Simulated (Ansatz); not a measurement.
InP under changes of volume

One of the cells (21.227 Å³/atom); the others are scaled copies at fixed shape and fractional positions:

```
In P
1.0
     0.00000    2.76883    2.76883
     2.76883    0.00000    2.76883
     2.76883    2.76883    0.00000
In P
1 1
Direct
  0.00000 0.00000 0.00000
  0.50000 0.50000 0.50000
```

Measurements of this composition are mostly on another form, of space group No. 216.

| Property | Result |
| --- | --- |
| Program | Ansatz 0.2.0 |
| Functional | HSE06 |
| Potentials or basis | Ansatz PAW |
| Cutoff | 420 eV (not typed: the program's choice for these potentials) |
| k mesh | 6 × 6 × 6 |
| Occupations | fermi-dirac, width 0.05 eV |
| Spin | no spin polarisation |

| volume (Å³/atom) | energy over the lowest point (meV/atom) | pressure (GPa) |
| --- | --- | --- |
| 19.953 | 7.24 | 3.3 |
| 20.378 | ? | ? |
| 20.803 | 0.00 | -0.5 |
| 21.227 | 3.30 | -2.1 |
| 21.652 | 10.59 | -3.5 |
| 22.076 | 21.47 | -4.7 |
| 22.501 | 35.53 | -5.9 |

What does the run at 20.378 Å³/atom give?

Energy over the lowest point 1.14 meV/atom; pressure 1.3 GPa.

Worked out: A Birch-Murnaghan fit of order 3 (a polynomial in V^(-2/3)) to the other rows has its minimum at 20.69 Å³/atom with B0 = V·E''(V) = 84 GPa and B' = 4.4. It gives 1.13 meV/atom at 20.378 Å³/atom, against the run's 1.14, and -dE/dV = 1.3 GPa, against 1.3.

Energies are extrapolated to zero smearing.

Caveats: the PAW data sets come from PBE, with cores solved anew for the run's functional, which leaves a small shift of forces and pressure; the thresholds are loose for stress.
